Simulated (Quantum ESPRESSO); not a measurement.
Crystal: TaN.

```
CELL_PARAMETERS angstrom
0.00000 2.21132 2.21132
2.21132 0.00000 2.21132
2.21132 2.21132 0.00000
ATOMIC_POSITIONS crystal
Ta 0.50000 0.50000 0.50000
N 0.00000 0.00000 0.00000
```

The cell comes from a database or a generator and needn't be the stable form of this composition.

Program: Quantum ESPRESSO 7.5. Alike in all runs: task projected density of states; potentials or basis GBRV 1.5 PBEsol; no spin polarisation; cell as given; k mesh 10 × 10 × 10; cutoff (eV) 762; smearing fermi-dirac 0.05 eV.

Problem. Order these runs on this cell by their pressure, lowest first.
A. level PBEsol; mixing beta 0.5
B. level PBEsol+U; U Ta d U = 2 eV; mixing beta 0.3
C. level PBEsol+U; U Ta d U = 8 eV; mixing beta 0.3
D. level PBEsol+U; U Ta d U = 5 eV; mixing beta 0.3

Solution. A (-10.8 GPa), B (-9.1 GPa), D (-6.1 GPa), C (-2.4 GPa).

Caveats: U without spin polarisation on a metal has little footing (some runs).

Runs at the PBE level aren't shown here.
